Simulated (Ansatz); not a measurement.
**Magnetic states of manganese, diamond**

Computed with DFT, PBE, plane waves (420 eV) with PAW, scalar-relativistic in Ansatz.

Each start was relaxed and then solved on a dense mesh, with Fermi-Dirac smearing of 0.05 eV (0.1 eV in a metal without spin) extrapolated to zero. Rows within 2 meV/atom of each other tie.

Problem. Where does each start end, and how do the energies compare? Starts: non-magnetic; antiferromagnetic.

Solution. 
```
            start                                                            ends  ΔE (meV/atom)  V (Å³/atom)
antiferromagnetic  antiferromagnetic, largest moment 2.09 μB in the atomic sphere            0.0        16.93
     non-magnetic                                               spin not included          109.5        15.18
```
